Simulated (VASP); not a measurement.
# SnO (Pmn2_1) in VASP: further runs, part 2 of 2

VASP 6.6.1.

### Step 3. Single point, LDA

This run uses another cell than the first one, of 20.09 Å³/atom, 1.163 times its volume.

Input file INCAR:

```
SYSTEM = SnO
PREC = Accurate
ENCUT = 520
EDIFF = 1E-6
ISMEAR = 0
SIGMA = 0.01
LREAL = .FALSE.
LASPH = .TRUE.
NELM = 100
ALGO = Fast
ISIF = 2
LWAVE = .FALSE.
LCHARG = .TRUE.
GGA = CA
LELF = .TRUE.
LVHAR = .TRUE.
NBANDS = 28
```

Input file KPOINTS:

```
regular mesh
0
G
  5 3 4
  0 0 0
```

Input file POSCAR:

```
SnO
1.0
    3.3550000000      0.0000000000      0.0000000000
    0.0000000000      5.6741000000      0.0000000000
    0.0000000000      0.0000000000      4.2219700000
Sn O
2 2
Direct
    0.0000000000      0.2319100000      0.5131400000
    0.5000000000      0.7680900000      0.0131400000
    0.0000000000      0.8912500000      0.7368600000
    0.5000000000      0.1087500000      0.2368600000
```

Potentials or basis: VASP PAW LDA potentials, release 64 (Sn_d, O).

The run is started by

```bash
cat potpaw_LDA.64/Sn_d/POTCAR potpaw_LDA.64/O/POTCAR > POTCAR
mpirun -np 1 vasp_std > vasp.out
```

OUTCAR:

```text
SYSTEM = SnO
   PREC = Accurate
   ENCUT = 520
   EDIFF = 1E-6
   ISMEAR = 0
   LREAL = .FALSE.
   LASPH = .TRUE.
   NELM = 100
   ISIF = 2
   GGA = CA

 ion  position               nearest neighbor table
   1  0.000  0.232  0.513-   3 2.15   4 2.16   4 2.16
   2  0.500  0.768  0.013-   4 2.15   3 2.16   3 2.16
   3  0.000  0.891  0.737-   1 2.15   2 2.16   2 2.16
   4  0.500  0.109  0.237-   2 2.15   1 2.16   1 2.16

  LATTYP: Found a simple orthorhombic cell.
 ALAT       =     3.3550000000
 B/A-ratio  =     1.2584113264
 C/A-ratio  =     1.6912369598

  Lattice vectors:

 A1 = (  -3.3550000000,   0.0000000000,   0.0000000000)
 A2 = (   0.0000000000,   0.0000000000,   4.2219700000)
 A3 = (   0.0000000000,   5.6741000000,   0.0000000000)

Analysis of symmetry for initial positions (statically):
=====================================================================
 Subroutine PRICEL returns:
 Original cell was already a primitive cell.

 Routine SETGRP: Setting up the symmetry group for a
 simple orthorhombic supercell.

 Subroutine GETGRP returns: Found  4 space group operations
 (whereof  2 operations were pure point group operations)
 out of a pool of  8 trial point group operations.

The static configuration has the point symmetry C_1h.
 The point group associated with its full space group is C_2v.

Analysis of symmetry for dynamics (positions and initial velocities):
=====================================================================
 Subroutine PRICEL returns:
 Original cell was already a primitive cell.

 Routine SETGRP: Setting up the symmetry group for a
 simple orthorhombic supercell.

 Subroutine GETGRP returns: Found  4 space group operations
 (whereof  2 operations were pure point group operations)
 out of a pool of  8 trial point group operations.

The dynamic configuration has the point symmetry C_1h.
 The point group associated with its full space group is C_2v.

 Subroutine INISYM returns: Found  4 space group operations
 (whereof  2 operations are pure point group operations),
 and found     1 'primitive' translations

----------------------------------------------------------------------------------------

                                     Primitive cell

  volume of cell :      80.3720

  direct lattice vectors                    reciprocal lattice vectors
     3.355000000  0.000000000  0.000000000     0.298062593  0.000000000  0.000000000
     0.000000000  5.674100000  0.000000000     0.000000000  0.176239404  0.000000000
     0.000000000  0.000000000  4.221970000     0.000000000  0.000000000  0.236856254

  length of vectors
     3.355000000  5.674100000  4.221970000     0.298062593  0.176239404  0.236856254

  position of ions in fractional coordinates (direct lattice)
     0.000000000  0.231910000  0.513140000
     0.500000000  0.768090000  0.013140000
     0.000000000  0.891250000  0.736860000
     0.500000000  0.108750000  0.236860000

  ion indices of the primitive-cell ions
   primitive index   ion index
                 1           1
                 2           2
                 3           3
                 4           4

----------------------------------------------------------------------------------------
[... 24 lines left out ...]

 Following reciprocal coordinates:
            Coordinates               Weight
  0.000000  0.000000  0.000000      1.000000
  0.200000  0.000000  0.000000      2.000000
  0.400000  0.000000  0.000000      2.000000
  0.000000  0.333333  0.000000      2.000000
  0.200000  0.333333  0.000000      4.000000
  0.400000  0.333333  0.000000      4.000000
[... 10 lines left out ...]
  0.200000  0.333333  0.500000      4.000000
  0.400000  0.333333  0.500000      4.000000
   k-points           NKPTS =     18   k-points in BZ     NKDIM =     18   number of bands    NBANDS=     28
   number of dos      NEDOS =    301   number of ions     NIONS =      4
   total plane-waves  NPLWV =  37632
   dimension x,y,z NGX =    28 NGY =   42 NGZ =   32
   dimension x,y,z NGXF=    56 NGYF=   84 NGZF=   64
   ions per type =               2   2
   NGX,Y,Z   is equivalent  to a cutoff of  13.87, 12.31, 12.60 a.u.
   NGXF,Y,Z  is equivalent  to a cutoff of  27.75, 24.61, 25.20 a.u.
 SYSTEM =  SnO
   PREC   = accura    normal or accurate (medium, high low for compatibility)
   ISTART =      0    job   : 0-new  1-cont  2-samecut
   ICHARG =      2    charge: 1-file 2-atom 10-const
   ISPIN  =      1    spin polarized calculation?
   LNONCOLLINEAR =      F non collinear calculations
   LSORBIT =      F    spin-orbit coupling
   LASPH  =      T    aspherical Exc in radial PAW
   ENCUT  =  520.0 eV  38.22 Ry    6.18 a.u.   6.24 10.55  7.85*2*pi/ulx,y,z
   NELM   =    100;   NELMIN=  2; NELMDL= -5     # of ELM steps
   EDIFF  = 0.1E-05   stopping-criterion for ELM
   LREAL  =      F    real-space projection
   EDIFFG = 0.1E-04   stopping-criterion for IOM
   NSW    =      0    number of steps for IOM
   IBRION =     -1    ionic relax: 0-MD 1-quasi-New 2-CG
   NFREE  =      0    steps in history (QN), initial steepest desc. (CG)
   ISIF   =      2    stress and relaxation
   ISYM   =      2    0-nonsym 1-usesym 2-fastsym
   POTIM  = 0.5000    time-step for ionic-motion
   TEBEG  =    0.0;   TEEND  =   0.0 temperature during run
   PSTRESS=    0.0 pullay stress
   NELECT =      40.0000    total number of electrons
   NUPDOWN=      -1.0000    fix difference up-down
   EMIN   =  10.00;   EMAX   =-10.00  energy-range for DOS
   EFERMI =   0.00;   METHOD = LEGACY
   ISMEAR =     0;   SIGMA  =   0.01  broadening in eV -4-tet -1-fermi 0-gaus
   EFERMI_NEDOS =   21; number of points for ismear=-14 and -15
   IALGO  =     68    algorithm
   IMIX   =      4    mixing-type and parameters
     AMIX     =   0.40;   BMIX     =  1.00
     AMIX_MAG =   1.60;   BMIX_MAG =  1.00
  volume/ion in A,a.u.               =      20.09       135.59
  Fermi-wavevector in a.u.,A,eV,Ry     =   1.297358  2.451652 22.900491  1.683139
  Thomas-Fermi vector in A             =   2.428756
   LORBIT       =      0    0 simple, 1 ext, 2 COOP (PROOUT), +10 PAW based schemes
   GGA     = CA    functional components
   LHFCALC =     F    Hartree Fock is set to
   AEXX    =    0.0000 exact exchange contribution
   IVDW    =     0    specifies the selected vdW correction
   LEPSILON=     F    determine dielectric tensor
   LRPA    =     F    only Hartree local field effects (RPA)
 non-spin polarized calculation
 RMM-DIIS sequential band-by-band and
 Gauss-broadening in eV      SIGMA  =   0.01
  energy-cutoff  :      520.00
  volume of cell :       80.37
 maximum number of plane-waves:      2178
 NGX is ok and might be reduce to    28
   NGX = 13   NGY = 21   NGZ = 15

 number of electron      39.9999992 magnetization

 Free energy of the ion-electron system (eV)
  ---------------------------------------------------
  ext. energy  EPLUGINS =         0.00000000
  ---------------------------------------------------
  free energy    TOTEN  =       -25.17878195 eV

  energy without entropy =      -25.17878195  energy(sigma->0) =      -25.17878195

 E-fermi :   4.5956     XC(G=0):  -9.9650

 val. band max:        4.5255239016   @ k =   0.0000   0.0000   0.0000
 cond. band min:       6.0875804741   @ k =   0.4000   0.3333   0.0000
 fundamental gap:      1.5620565725
 Fermi energy:         4.5955917824

 k-point     1 :       0.0000    0.0000    0.0000
  band No.  band energies     occupation
      1     -16.5503      2.00000
      2     -16.2441      2.00000
      3     -16.1575      2.00000
      4     -16.1336      2.00000
      5     -16.1067      2.00000
      6     -16.0730      2.00000
[... 547 lines left out ...]
     27      14.0345      0.00000
     28      14.0345      0.00000

------------------------ aborting loop because EDIFF is reached ----------------------------------------

  FORCE on cell =-STRESS in cart. coord.  units (eV):
  Direction    XX          YY          ZZ          XY          YZ          ZX
  --------------------------------------------------------------------------------------
  -------------------------------------------------------------------------------------
  Total       -3.0256457     -2.4311994     -2.3437289      0.0000000      0.0000000      0.0000000
  in kB      -60.3148145    -48.4648092    -46.7211264      0.0000000      0.0000000      0.0000000
  external PRESSURE =     -51.8335834 kB  Pullay stress =       0.0000000 kB

 VOLUME and BASIS-vectors are now :
 -----------------------------------------------------------------------------
  energy-cutoff  :      520.00
  volume of cell :       80.37
      direct lattice vectors                 reciprocal lattice vectors
     3.355000000  0.000000000  0.000000000     0.298062593  0.000000000  0.000000000
     0.000000000  5.674100000  0.000000000     0.000000000  0.176239404  0.000000000
     0.000000000  0.000000000  4.221970000     0.000000000  0.000000000  0.236856254

 POSITION                                       TOTAL-FORCE (eV/Angst)
 -----------------------------------------------------------------------------------
      0.00000      1.31588      2.16646         0.000000     -0.618597     -0.194592
      1.67750      4.35822      0.05548         0.000000      0.618597     -0.194592
      0.00000      5.05704      3.11100         0.000000      0.180287      0.194592
      1.67750      0.61706      1.00002         0.000000     -0.180287      0.194592
 -----------------------------------------------------------------------------------
    total drift:                                0.000000     -0.000000     -0.000444

  FREE ENERGIE OF THE ION-ELECTRON SYSTEM (eV)
  ---------------------------------------------------
  free  energy   TOTEN  =       -25.1787819505 eV

  energy  without entropy=      -25.1787819505  energy(sigma->0) =      -25.17878195
```

It took 57 s on 1 thread of AMD EPYC 7R13 (Zen 3), shared host; peak memory 0.14 GiB.

What came out:

```
Free energy            : -25.1788 eV
Pressure               : -5.2 GPa
Largest force          : 0.648 eV/Å
Band gap on the k mesh : 1.56 eV, indirect (least direct gap 2.16 eV)
```

Forces in eV/Å, atoms in the order of the input:
```
Sn   0.000 -0.619 -0.195
Sn   0.000  0.619 -0.195
O    0.000  0.180  0.195
O    0.000 -0.180  0.195
```

Stress tensor (GPa, compression positive):
```
-6.03  0.00  0.00
 0.00 -4.85  0.00
 0.00  0.00 -4.67
```

Caveat: spin-orbit coupling is left out, which moves the levels of the heavy elements; an odd mesh through Γ misses points on the zone boundary, where band edges often lie. As with any semilocal functional, this LDA gap is likely too small.

### Step 4. Single point, LDA

Input file INCAR:

```
ALGO = Normal ; EDIFF = 1E-6
ENCUT = 520 ; GGA = CA
ISIF = 2 ; ISMEAR = 0
LASPH = True ; LCHARG = False
LREAL = False ; LWAVE = False
NBANDS = 28 ; NELM = 100
PREC = Accurate ; SIGMA = 0.01
```

Input file KPOINTS:

```
k-points
0
Gamma
  5 3 4
```

Input file POSCAR:

```
SnO
1.0
    3.3033828073      0.0000000000      0.0000000000
    0.0000000000      5.7003476423      0.0000000000
    0.0000000000      0.0000000000      3.6704338177
Sn O
2 2
Direct
    0.0000000000      0.2354101199      0.5358131421
    0.5000000000      0.7645898801      0.0358131421
    0.0000000000      0.8820595635      0.7141868579
    0.5000000000      0.1179404365      0.2141868579
```

The run is started by

```bash
cat potpaw_LDA.64/Sn_d/POTCAR potpaw_LDA.64/O/POTCAR > POTCAR
mpirun -np 1 vasp_std > vasp.out
```

Run time: 41 s. Hardware: 1 thread of AMD EPYC 7R13 (Zen 3), shared host; peak memory 0.13 GiB.

Results (log left out):

```
Free energy            : -25.3021 eV
Pressure               : 0.4 GPa
Largest force          : 0.123 eV/Å
Band gap on the k mesh : 1.47 eV, indirect (least direct gap 2.24 eV)
```

Forces on the atoms (eV/Å):
```
Sn   0.000  0.117  0.037
Sn   0.000 -0.117  0.037
O    0.000  0.001 -0.037
O    0.000 -0.001 -0.037
```

Stress tensor (GPa, compression positive):
```
0.48 0.00 0.00
0.00 0.52 0.00
0.00 0.00 0.28
```

Levels at points of the mesh, in eV from the valence-band top:
```csv
k point,band 16,band 17,band 18,band 19,band 20,band 21,band 22,band 23,band 24,band 25
"(0.00, 0.00, 0.00)",-4.45,-4.08,-2.91,-2.43,0.00,3.18,3.66,6.49,6.60,7.93
"(0.00, 0.00, 0.50)",-4.04,-3.49,-3.49,-1.48,-1.48,2.28,2.28,5.71,5.71,7.84
```

Caveat: the k mesh is coarse (spacing up to 0.43 Å⁻¹), so the values aren't converged; spin-orbit coupling is left out, which moves the levels of the heavy elements; an odd mesh through Γ misses points on the zone boundary, where band edges often lie.

### Step 5. Single point, LDA

This run uses another cell than the first one, of 20.09 Å³/atom, 1.163 times its volume.

Input file INCAR:

```
  PREC = Accurate
  ENCUT = 520
  EDIFF = 1E-6
  ISMEAR = 0
  SIGMA = 0.01
  LREAL = False
  LASPH = True
  NELM = 100
  ALGO = Fast
  ISIF = 2
  LWAVE = False
  LCHARG = True
  LELF = True
  LVHAR = True
  NBANDS = 28
```

Input file KPOINTS:

```
Automatic mesh
0
Gamma
  5 3 4
```

Input file POSCAR:

```
SnO
1.0
    3.3550000000      0.0000000000      0.0000000000
    0.0000000000      5.6741000000      0.0000000000
    0.0000000000      0.0000000000      4.2219700000
Sn O
2 2
Direct
    0.0000000000      0.2319100000      0.5131400000
    0.5000000000      0.7680900000      0.0131400000
    0.0000000000      0.8912500000      0.7368600000
    0.5000000000      0.1087500000      0.2368600000
```

Potentials or basis: VASP PAW LDA potentials, release 64 (Sn_d, O).

The run is started by

```bash
cat potpaw_LDA.64/Sn_d/POTCAR potpaw_LDA.64/O/POTCAR > POTCAR
mpirun -np 1 vasp_std > vasp.out
```

OUTCAR:

```text
PREC = Accurate
   ENCUT = 520
   EDIFF = 1E-6
   ISMEAR = 0
   LREAL = False
   LASPH = True
   NELM = 100
   ISIF = 2

 ion  position               nearest neighbor table
   1  0.000  0.232  0.513-   3 2.15   4 2.16   4 2.16
   2  0.500  0.768  0.013-   4 2.15   3 2.16   3 2.16
   3  0.000  0.891  0.737-   1 2.15   2 2.16   2 2.16
   4  0.500  0.109  0.237-   2 2.15   1 2.16   1 2.16

  LATTYP: Found a simple orthorhombic cell.
 ALAT       =     3.3550000000
 B/A-ratio  =     1.2584113264
 C/A-ratio  =     1.6912369598

  Lattice vectors:

 A1 = (  -3.3550000000,   0.0000000000,   0.0000000000)
 A2 = (   0.0000000000,   0.0000000000,   4.2219700000)
 A3 = (   0.0000000000,   5.6741000000,   0.0000000000)

Analysis of symmetry for initial positions (statically):
=====================================================================
 Subroutine PRICEL returns:
 Original cell was already a primitive cell.

 Routine SETGRP: Setting up the symmetry group for a
 simple orthorhombic supercell.

 Subroutine GETGRP returns: Found  4 space group operations
[... 165 lines left out ...]
  energy without entropy =      -25.17878195  energy(sigma->0) =      -25.17878195

 E-fermi :   4.5956     XC(G=0):  -9.9650

 val. band max:        4.5255239016   @ k =   0.0000   0.0000   0.0000
 cond. band min:       6.0875804741   @ k =   0.4000   0.3333   0.0000
 fundamental gap:      1.5620565725
 Fermi energy:         4.5955917824

 k-point     1 :       0.0000    0.0000    0.0000
  band No.  band energies     occupation
      1     -16.5503      2.00000
      2     -16.2441      2.00000
      3     -16.1575      2.00000
      4     -16.1336      2.00000
      5     -16.1067      2.00000
      6     -16.0730      2.00000
[... 547 lines left out ...]
     27      14.0345      0.00000
     28      14.0345      0.00000

------------------------ aborting loop because EDIFF is reached ----------------------------------------

  FORCE on cell =-STRESS in cart. coord.  units (eV):
  Direction    XX          YY          ZZ          XY          YZ          ZX
  --------------------------------------------------------------------------------------
  -------------------------------------------------------------------------------------
  Total       -3.0256457     -2.4311994     -2.3437289      0.0000000      0.0000000      0.0000000
  in kB      -60.3148145    -48.4648092    -46.7211264      0.0000000      0.0000000      0.0000000
  external PRESSURE =     -51.8335834 kB  Pullay stress =       0.0000000 kB

 VOLUME and BASIS-vectors are now :
 -----------------------------------------------------------------------------
  energy-cutoff  :      520.00
  volume of cell :       80.37
      direct lattice vectors                 reciprocal lattice vectors
     3.355000000  0.000000000  0.000000000     0.298062593  0.000000000  0.000000000
     0.000000000  5.674100000  0.000000000     0.000000000  0.176239404  0.000000000
     0.000000000  0.000000000  4.221970000     0.000000000  0.000000000  0.236856254

 POSITION                                       TOTAL-FORCE (eV/Angst)
 -----------------------------------------------------------------------------------
      0.00000      1.31588      2.16646         0.000000     -0.618597     -0.194592
      1.67750      4.35822      0.05548         0.000000      0.618597     -0.194592
      0.00000      5.05704      3.11100         0.000000      0.180287      0.194592
      1.67750      0.61706      1.00002         0.000000     -0.180287      0.194592
 -----------------------------------------------------------------------------------
    total drift:                                0.000000     -0.000000     -0.000444

  FREE ENERGIE OF THE ION-ELECTRON SYSTEM (eV)
  ---------------------------------------------------
  free  energy   TOTEN  =       -25.1787819505 eV

  energy  without entropy=      -25.1787819505  energy(sigma->0) =      -25.17878195
```

stdout:

```text
POSCAR found type information on POSCAR SnO
 POSCAR found :  2 types and       4 ions
 scaLAPACK will be used
 LDA part: xc-table for (Slater(with rela. corr.)+CA(PZ))
 , standard interpolation
 POSCAR, INCAR and KPOINTS ok, starting setup
 FFT: planning ... GRIDC
 FFT: planning ... GRID_SOFT
 FFT: planning ... GRID
 WAVECAR not read
 entering main loop
```

Wall time 54 s (1 thread of AMD EPYC 7R13 (Zen 3), shared host); peak memory 0.14 GiB.

Results:

```
Free energy            : -25.1788 eV
Pressure               : -5.2 GPa
Largest force          : 0.648 eV/Å
Band gap on the k mesh : 1.56 eV, indirect (least direct gap 2.16 eV)
```

Forces on the atoms (eV/Å):
```
Sn   0.000 -0.619 -0.195
Sn   0.000  0.619 -0.195
O    0.000  0.180  0.195
O    0.000 -0.180  0.195
```

Levels at points of the mesh, in eV from the valence-band top:
| k point | band 16 | band 17 | band 18 | band 19 | band 20 | band 21 | band 22 | band 23 | band 24 | band 25 |
| --- | --- | --- | --- | --- | --- | --- | --- | --- | --- | --- |
| (0.00, 0.00, 0.00) | -3.82 | -3.49 | -2.62 | -2.02 | 0.00 | 2.59 | 3.12 | 5.81 | 5.81 | 7.93 |
| (0.00, 0.00, 0.50) | -3.41 | -3.18 | -3.18 | -1.65 | -1.65 | 2.60 | 2.60 | 5.16 | 5.16 | 7.85 |

Caveat: spin-orbit coupling is left out, which moves the levels of the heavy elements; an odd mesh through Γ misses points on the zone boundary, where band edges often lie. LDA gaps usually lie below the measured ones, often by a third to a half.
